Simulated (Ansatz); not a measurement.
A run of Ansatz 0.2.0:

File input.yaml:

```yaml
crystal:
  lattice:
    - [-1.72585, 1.72585, 5.84]
    - [1.72585, -1.72585, 5.84]
    - [1.72585, 1.72585, -5.84]
  atoms:
    - { symbol: Nb, position: [0.5, 0.0, 0.5] }
    - { symbol: Nb, position: [0.75, 0.75, 0.0] }
    - { symbol: As, position: [0.916, 0.416, 0.5] }
    - { symbol: As, position: [0.166, 0.166, 0.0] }
hamiltonian:
  xc: pbe
  pseudopotentials: { kind: paw }
kpoints:
  mp_grid: { grid: [11, 11, 11] }
scf:
  occupations: { method: gaussian, width: 0.029 }
output:
  forces: true
  stress: true
  eigenvalues: true
```

Potentials or basis: Ansatz PAW.

Command:

```console
$ ansatz run input.yaml --threads 2 --pin off --max-ram 5632MiB --backend cpu --events-out ev --progress --plain --runs-dir out
```

Hardware: 2 threads of AMD EPYC 9R45 96-Core Processor (Zen 5), on a shared host.

Problem. Estimate the wall time of this run.

Solution. Wall time 3.8 s on 2 threads of AMD EPYC 9R45 96-Core Processor (Zen 5), with other jobs on the host, peak memory 0.53 GiB. Counts: scf iterations 7, plane waves 1371, k points 126, bands 34.
